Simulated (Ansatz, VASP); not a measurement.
MgO: VASP beside Ansatz

```
Mg O
1.0
     3.00503    0.00000    0.00000
    -1.50252    2.60244    0.00000
     0.00000    0.00000    2.74080
Mg O
1 1
Direct
  0.00000 0.00000 0.00000
  0.33333 0.66667 0.50000
```

Measurements of this composition are mostly on another form, of space group No. 225.

Alike in both runs: task single point; functional PBEsol; k mesh 7 × 7 × 6; no spin polarisation.

|  | VASP | Ansatz |
| --- | --- | --- |
| version | VASP 6.6.1 | Ansatz 0.2.0 |
| potentials or method | VASP PAW PBE potentials, release 64 (Mg, O) | plane waves, PAW |
| plane-wave cutoff (eV) | 520 | 653 |
| occupations | gaussian, width 0.01 eV | fixed |
| valence electrons in the cell | 8 | 16 |

|  | VASP | Ansatz | Ansatz less VASP |
| --- | --- | --- | --- |
| pressure (GPa) | -12.0 | -11.5 | +0.53 |
| largest component of the traceless stress (GPa) | 1.49 | 1.44 | -0.056 |

The two sets of potentials don't hold the same shells in valence.

Caveats: the PAW data sets were made with another functional, which shifts forces and pressure a little (VASP); an odd mesh through Γ misses points on the zone boundary, where band edges often lie. PBEsol gaps usually lie below the measured ones, often by a third to a half.
